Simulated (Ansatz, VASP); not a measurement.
## Cd: VASP beside Ansatz

The input INCAR:

```
SYSTEM = Cd
  PREC = Accurate
  ENCUT = 520
  EDIFF = 1E-6
  ISMEAR = -1
  SIGMA = 0.05
  LREAL = .False.
  LASPH = .True.
  NELM = 60
  ALGO = Fast
  ISIF = 2
  LWAVE = .False.
  LCHARG = .False.
  GGA = PE
  NBANDS = 19
```

File KPOINTS:

```
regular mesh
0
Gamma
  10 10 5
  0 0 0
```

POSCAR

```
Cd
1.0
    2.9180596717      0.0000000000      0.0000000000
   -1.4590298358      2.5271138055      0.0000000000
    0.0000000000      0.0000000000      5.5029719036
Cd
2
Direct
    0.6666666667      0.3333333333      0.7500000000
    0.3333333333      0.6666666667      0.2500000000
```

Contents of input.yaml:

```yaml
crystal:
  lattice:
    - [2.9180596717, 0.0, 0.0]
    - [-1.4590298358, 2.5271138055, 0.0]
    - [0.0, 0.0, 5.5029719036]
  atoms:
    - { symbol: Cd, position: [0.6666666667, 0.3333333333, 0.75] }
    - { symbol: Cd, position: [0.3333333333, 0.6666666667, 0.25] }
kpoints:
  mp_grid: { grid: [10, 10, 5] }
scf:
  occupations: { method: fermi_dirac, width: 0.05 }
hamiltonian:
  xc: pbe
  pseudopotentials: { kind: all_electron, lapw: { basis_error: 0.0005 } }
output:
  forces: true
  stress: true
  eigenvalues: true
```

Change from the starting cell: volume scaled by 0.94.

Alike in both runs: task single point; functional PBE; k mesh 10 × 10 × 5; occupations fermi-dirac, width 0.05 eV; no spin polarisation.

|  | VASP | Ansatz |
| --- | --- | --- |
| version | VASP 6.6.1 | Ansatz 0.2.0 |
| potentials or method | VASP PAW PBE potentials, release 64 (Cd) | all-electron LAPW, scalar-relativistic |
| plane-wave cutoff (eV) | 520 | see its input |

```csv
,VASP,Ansatz,Ansatz less VASP
gap on the k mesh at the Fermi level (eV),none,none,-
pressure (GPa),7.9,7.4,-0.49
largest component of the traceless stress (GPa),2.66,2.47,-0.186
```

A gap of «none» marks a metal or a gap that the smearing closes. Ansatz ran all-electron here, so the differences hold the error of VASP's frozen core and of both bases.
